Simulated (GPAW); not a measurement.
# GaAs (F-43m) in GPAW: further runs, part 2 of 2

GPAW 26.7.0. Earlier steps stand in the parts before.

### 5 Equation of state, BP86

The input, run.py:

```python
from ase.eos import EquationOfState
from ase.io import Trajectory, read
from ase.units import GPa
from gpaw import GPAW, PW, setup_paths

setup_paths.insert(0, '.')

atoms = read('GaAs.cif')

traj = Trajectory('eos.traj', 'w')
volumes, energies = [], []
for x in [0.94, 0.96, 0.98, 1.0, 1.02, 1.04, 1.06]:
    a = atoms.copy()
    a.set_cell(atoms.cell * x**(1 / 3), scale_atoms=True)
    calc = GPAW(mode=PW(600),
                xc='GGA_X_B88+GGA_C_P86',
                kpts={'size': (8, 8, 8), 'gamma': True},
                occupations={'name': 'fermi-dirac', 'width': 0.05},
                nbands=11,
                convergence={'density': 1e-05, 'energy': 1e-05},
                maxiter=150,
                txt=f'eos-{x:.2f}.txt')
    a.calc = calc
    energies.append(a.get_potential_energy(force_consistent=True))
    volumes.append(a.get_volume())
    p = -a.get_stress()[:3].mean() / GPa
    calc.write(f'eos-{x:.2f}.gpw')
    traj.write(a)
    print(f'{x:.2f} {volumes[-1]:10.4f} A^3 {energies[-1]:14.6f} eV {p:9.3f} GPa', flush=True)

v0, e0, B = EquationOfState(volumes, energies, eos='birchmurnaghan').fit()
print(f'V0 = {v0:.4f} A^3, E0 = {e0:.6f} eV, B0 = {B / GPa:.2f} GPa')
```

The input, GaAs.cif:

```cif
data_GaAs
_cell_length_a 3.99776961
_cell_length_b 3.99776961
_cell_length_c 3.99776961
_cell_angle_alpha 60.00000000
_cell_angle_beta 60.00000000
_cell_angle_gamma 60.00000000
_space_group_name_H-M_alt 'P1'
_space_group_name_Hall 'P 1'
_space_group_IT_number 1
loop_
_space_group_symop_operation_xyz
'x,y,z'
loop_
_atom_site_label
_atom_site_type_symbol
_atom_site_symmetry_multiplicity
_atom_site_Wyckoff_symbol
_atom_site_fract_x
_atom_site_fract_y
_atom_site_fract_z
_atom_site_occupancy
As1 As 1 a 0.7500000000 0.7500000000 0.7500000000 1
Ga1 Ga 1 a 0.0000000000 0.0000000000 0.0000000000 1
```

Potentials or basis: PAW data sets generated in the run's folder for this functional, pw.

On the command line:

```console
> gpaw-setup -f GGA_X_B88+GGA_C_P86 As Ga
> OMP_NUM_THREADS=1 python run.py
```

Log:

```text
__  _  _
 | _ |_)|_||  |
 |__||  | ||/\| - 26.7.0

Input parameters:
  mode=PW(ecut=600.0),
  convergence={'density': 1e-05, 'energy': 1e-05},
  kpts=MonkhorstPack(size=(8, 8, 8), gamma=True),
  maxiter=150,
  nbands=11,
  occupations=Occupations(name='fermi-dirac', width=0.05),
  xc=XC(name='GGA_X_B88+GGA_C_P86')

Diagonalizing LCAO Hamiltonian
Converting LCAO to pw mode

                        As

       Ga

Atoms  # Å, Bohr magnetons
|   | symbol |        x |        y |        z |    initial magnetic moments |
|---|--------|----------|----------|----------|-----------------------------|
| 0 |     As | 5.874239 | 3.391494 | 2.398148 | ( 0.0000,  0.0000,  0.0000) |
| 1 |     Ga | 0.000000 | 0.000000 | 0.000000 | ( 0.0000,  0.0000,  0.0000) |

Unit cell  # Å
| periodic |        x |        y |        z |  lengths |    angles |
|----------|----------|----------|----------|----------|-----------|
|      yes | 3.916160 | 0.000000 | 0.000000 | 3.916160 | 60.000000 |
|      yes | 1.958080 | 3.391494 | 0.000000 | 3.916160 | 60.000000 |
|      yes | 1.958080 | 1.130498 | 3.197531 | 3.916160 | 60.000000 |

Number of symmetries: 24
Symmetry operations  # r_c * U_cc + t_c -> r_c
|    | kind |            matrix            |
|----|------|------------------------------|
|  0 |  E   |  1, 0, 0,  0, 1, 0,  0, 0, 1 |
|  1 |  σ   |  1, 0, 0,  0, 0, 1,  0, 1, 0 |
|  2 |  σ   |  1, 0,-1,  0, 1,-1,  0, 0,-1 |
|  3 |  C3  |  1, 0,-1,  0, 0,-1,  0, 1,-1 |
|  4 |  C3  |  1,-1, 0,  0,-1, 1,  0,-1, 0 |
|  5 |  σ   |  1,-1, 0,  0,-1, 0,  0,-1, 1 |
|  6 |  σ   |  0, 1, 0,  1, 0, 0,  0, 0, 1 |
|  7 |  C3  |  0, 1, 0,  0, 0, 1,  1, 0, 0 |
|  8 |  C2  |  0, 1,-1,  1, 0,-1,  0, 0,-1 |
|  9 |  S4  |  0, 1,-1,  0, 0,-1,  1, 0,-1 |
| 10 |  C3  |  0, 0, 1,  1, 0, 0,  0, 1, 0 |
| 11 |  σ   |  0, 0, 1,  0, 1, 0,  1, 0, 0 |
| 12 |  S4  |  0, 0,-1,  1, 0,-1,  0, 1,-1 |
| 13 |  C3  |  0, 0,-1,  0, 1,-1,  1, 0,-1 |
| 14 |  S4  |  0,-1, 1,  1,-1, 0,  0,-1, 0 |
| 15 |  C2  |  0,-1, 1,  0,-1, 0,  1,-1, 0 |
| 16 |  C3  |  0,-1, 0,  1,-1, 0,  0,-1, 1 |
| 17 |  S4  |  0,-1, 0,  0,-1, 1,  1,-1, 0 |
| 18 |  S4  | -1, 1, 0, -1, 0, 1, -1, 0, 0 |
| 19 |  C3  | -1, 1, 0, -1, 0, 0, -1, 0, 1 |
| 20 |  C3  | -1, 0, 1, -1, 1, 0, -1, 0, 0 |
| 21 |  S4  | -1, 0, 1, -1, 0, 0, -1, 1, 0 |
| 22 |  σ   | -1, 0, 0, -1, 1, 0, -1, 0, 1 |
| 23 |  C2  | -1, 0, 0, -1, 0, 1, -1, 1, 0 |

BZ-sampling:
  Number of BZ points: 512
  Number of IBZ points: 29

  Monkhorst-Pack size: [8, 8, 8]
  Monkhorst-Pack shift: [0.0625, 0.0625, 0.0625]

K-points  # in reciprocal-cell coordinates
|     |                                coordinates |     weight |
|-----|--------------------------------------------|------------|
|   0 | (  0.00000000,   0.00000000,   0.00000000) | 0.00195312 |
|   1 | (  0.12500000,   0.12500000,   0.00000000) | 0.01171875 |
|   2 | (  0.12500000,   0.12500000,   0.12500000) | 0.01562500 |
|   3 | (  0.25000000,   0.12500000,   0.12500000) | 0.02343750 |
|   4 | (  0.25000000,   0.25000000,   0.00000000) | 0.01171875 |
|   5 | (  0.25000000,   0.25000000,   0.12500000) | 0.04687500 |
|   6 | (  0.25000000,   0.25000000,   0.25000000) | 0.01562500 |
|   7 | (  0.37500000,   0.25000000,  -0.37500000) | 0.04687500 |
|   8 | (  0.37500000,   0.25000000,   0.12500000) | 0.04687500 |
|   9 | (  0.37500000,   0.25000000,   0.25000000) | 0.04687500 |
| ... |                                            |            |
|  28 | (  0.50000000,   0.50000000,   0.50000000) | 0.00781250 |

Plane wave coefficients: 1428
Cutoff: 600.0 eV

Spin-components: 1 (collinear spins)
Bands:           11
Projectors:      10
Spin-degeneracy: 2
Datatype:        complex128

Parallelization:
  kpt:    1
  domain: 1
  band:   1

Density:
  Valence electrons: 8.0
  Components: 1
  Grid points: [24 24 24]
  Charge: 0.0  # |e|

Potential:
  Grid points: [24 24 24]

species:
  As:
    name:    Arsenic
    Z:       33.0
    valence: 5
    core:    28
    charge:  0.0  # [|e|]
    compensation charges:
      type: gauss
      rc: 0.33  # [Å]
      lmax: 2
    cutoffs:
      filter: 1.87  # [Å]
      core: 2.96  # [Å]
    projectors
    | kind |    occ | energy [eV] | rcut [Å] |
    |------|--------|-------------|----------|
    |   4s |  2.000 |     -14.630 |    1.058 |
    |   4p |  3.000 |      -5.319 |    1.058 |
    |    s |        |      12.581 |    1.058 |
    |    p |        |      21.893 |    1.058 |
    |    d |        |       0.000 |    1.058 |

    Using partial waves for As as LCAO basis

  Ga:
    name:    Gallium
    Z:       31.0
    valence: 3
    core:    28
    charge:  0.0  # [|e|]
    compensation charges:
      type: gauss
      rc: 0.37  # [Å]
      lmax: 2
    cutoffs:
      filter: 2.06  # [Å]
      core: 4.17  # [Å]
    projectors
    | kind |    occ | energy [eV] | rcut [Å] |
    |------|--------|-------------|----------|
    |   4s |  2.000 |      -9.106 |    1.164 |
    |   4p |  1.000 |      -2.718 |    1.164 |
    |    s |        |      18.106 |    1.164 |
    |    p |        |      24.494 |    1.164 |
    |    d |        |       0.000 |    1.164 |

    Using partial waves for Ga as LCAO basis

Reference energy: -114420.069304  # eV

eigensolver:
  PPCG
  Converge bands: occupied
  niter=2

density mixing:
  MSR1-Mixer
  Pratt-step length: 0.05
  Maximum mixing coefficient: 0.75
  Old densities: 10
  SVD Regularization: 0.005
  Good broyden scale: 1.0
  Trust region scale: 1.0
  Backstep threshold: 4.0
  History deletion threshold: 6.0
  Fourier metric: weight=20.0, sigma=0.015

occupation numbers:
  Fermi-Dirac:
    width: 0.0500  # eV

poisson solver:
  ecut: 4800.0  # eV

xc functional:
  name: GGA_X_B88+GGA_C_P86 with 2 nearest neighbor stencil

convergence criteria:
- Maximum integral of absolute [dens]ity change: 1e-05 electrons / valence electron
- Maximum [total energy] change in last 3 cyles: 1e-05 eV / valence electron
- Maximum integral of absolute [eigenst]ate change: 4e-08 eV^2 / valence electron
maximum number of iterations: 150

SCF iterations
|iter     | |      energy | eigst |  dens |
|---------|-|-------------|-------|-------|
|iter:   1| |   -7.967312 | -0.59 |       |
|iter:   2| |   -7.945586 | -2.98 | -0.88 |
|iter:   3| |   -7.841890 | -2.14 | -0.91 |
|iter:   4| |   -7.842319 | -3.69 | -1.52 |
|iter:   5| |   -7.842472 | -4.81 | -2.04 |
|iter:   6| |   -7.842474 | -5.99 | -2.81 |
|iter:   7| |   -7.842474c| -7.90c| -3.62 |
|iter:   8| |   -7.842474c| -8.95c| -4.05 |
|iter:   9| |   -7.842474c| -9.69c| -5.59c|

Converged in 9 steps
Energy contributions relative to reference atoms: (reference = -114420.069304)

Energy contributions:
  Kinetic:          37.758755
  Coulomb:         -33.149364
  Zero:              0.025335
  External:          0.000000
  Xc:              -12.477199
  Entropy:          -0.000000
  Spinorbit:         0.000000
  ----------------------------
  Free energy:      -7.842474
  Extrapolated:     -7.842474

dipole moment: (-15.043761, -8.685519, -6.141590)  # |e|*Ang

Fermi level: 6.016
Eigenvalues  # (at kpt = [0.000, 0.000, 0.000])
| band index |      eig [eV] | occ [0-2] |
|------------|---------------|-----------|
|          0 |        -7.681 |     2.000 |
|          1 |         5.493 |     2.000 |
|          2 |         5.493 |     2.000 |
|          3 |         5.493 |     2.000 |
|          4 |         6.486 |     0.000 |
|          5 |         9.292 |     0.000 |
|          6 |         9.292 |     0.000 |
|          7 |         9.292 |     0.000 |
|          8 |        13.393 |     0.000 |
|          9 |        15.797 |     0.000 |
|         10 |        15.797 |     0.000 |

Gap: 0.993 eV
Transition (v -> c):
  (s=0, k=0, n=3, [0.00, 0.00, 0.00]) -> (s=0, k=0, n=4, [0.00, 0.00, 0.00])
No difference between direct/indirect transitions

Stress tensor  # eV/Ang^3
|         x |         y |         z |
|-----------|-----------|-----------|
| -0.064733 |  0.000000 |  0.000000 |
|  0.000000 | -0.064733 |  0.000000 |
|  0.000000 |  0.000000 | -0.064733 |

# Writing to eos-0.94.gpw (mode='')
```

Run time: 36 s. Hardware: 1 thread of AMD EPYC 9R45 (Zen 5), shared host; peak memory 0.23 GiB.

What came out:

- Equilibrium volume: 24.09 Å³/atom (rough: see the caveat)
- Bulk modulus: 60 GPa (rough)

Energy against volume, from the lowest point:
```
volume (Å³/atom)  energy (meV/atom)
          21.234              81.48
          21.686              55.32
          22.138              34.93
          22.590              19.73
          23.041               9.16
          23.493               2.75
          23.945               0.00
```

Caveat: the minimum lies outside the volumes run.

### 6 Against experiment

Step 4. Measured gap of GaAs: 1.418 eV (direct; 300 K; “Evidence of valence band perturbations in GaAsN/GaAs(001): A combined variable-angle spectroscopic ellipsometry and modulated photoreflectance investigation”, 2008, arxiv:0805.2212). This calculation gives 0.26 eV (-1.16 eV). So large a miss can be the level of theory's own, or it may mean another phase, state or a wrong row. 3 values of this kind are on record (1.412 to 1.51 eV); this one was drawn at random among those near their median, those with a stated uncertainty first. The value is that of vdW-DF2, without temperature or zero-point motion.
